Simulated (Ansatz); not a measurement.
Results of PBE0 in Ansatz (PAW) for fluorite SrF2.

Total energies, extrapolated to zero smearing (they compare only within this program, potentials and cutoff; free atoms with spin allowed, lowest state found):

```json
[
 {"system": "fluorite SrF2, relaxed", "energy (eV/atom)": "-1723.1867"},
 {"system": "free Sr atom", "energy (eV/atom)": "-3545.0003"},
 {"system": "free F atom", "energy (eV/atom)": "-804.5847"}
]
```

Work out the cohesive energy per atom.

E_coh = [1 × (-3545.0003) + 2 × (-804.5847)]/3 − (-1723.1867) = 5.13 eV/atom. The reference value is 5.34 ± 0.03 eV/atom (derived here from tabulated measurements, copied from a table, unchecked, brought to a static lattice with a Debye model, atoms in their spin–orbit ground levels; inputs from the CRC Handbook), a difference of -0.21 eV/atom.

The PAW data were made under PBE.

Ansatz is a quantum-chemistry and plane-wave program.
